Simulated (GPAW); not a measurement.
Here is a GPAW 26.7.0 calculation.

File run.py:

```python
from ase.dft.bandgap import bandgap
from ase.io import read, write
from ase.units import GPa
from gpaw import GPAW, PW

atoms = read('POSCAR')

calc = GPAW(mode=PW(600),
            xc='PBE',
            kpts={'size': (12, 12, 12), 'gamma': True},
            occupations={'name': 'methfessel-paxton', 'order': 0, 'width': 0.023},
            nbands=17,
            convergence={'density': 1e-05, 'energy': 1e-05},
            maxiter=150,
            txt='gpaw.txt')
atoms.calc = calc
energy = atoms.get_potential_energy()
forces = atoms.get_forces()
stress = atoms.get_stress()
calc.write('gs.gpw')
write('result.traj', atoms)
print(f'Energy: {energy:.6f} eV')
print('Forces (eV/A):')
print(forces.round(4))
print('Stress (GPa):', (stress / GPa).round(3))
print('Fermi level:', round(calc.get_fermi_level(), 4), 'eV')
print(f'Gap: {bandgap(calc)[0]:.4f} eV, direct: {bandgap(calc, direct=True)[0]:.4f} eV')
```

The input POSCAR:

```
Pt
1.0
    0.0000000000      1.9609000000      1.9609000000
    1.9609000000      0.0000000000      1.9609000000
    1.9609000000      1.9609000000      0.0000000000
Pt
1
Direct
    0.0000000000      0.0000000000      0.0000000000
```

Potentials or basis: GPAW PAW data sets (gpaw-data 1.2.1), pw.

The run is started by

```console
$ OMP_NUM_THREADS=1 python run.py
```

Question: Predict the band gap on the k mesh.

Answer: None (metal or under the smearing width).

Question: Estimate the pressure.

Answer: 9.7 GPa.

The run has no spin-orbit coupling, so splittings on Pt are missing.
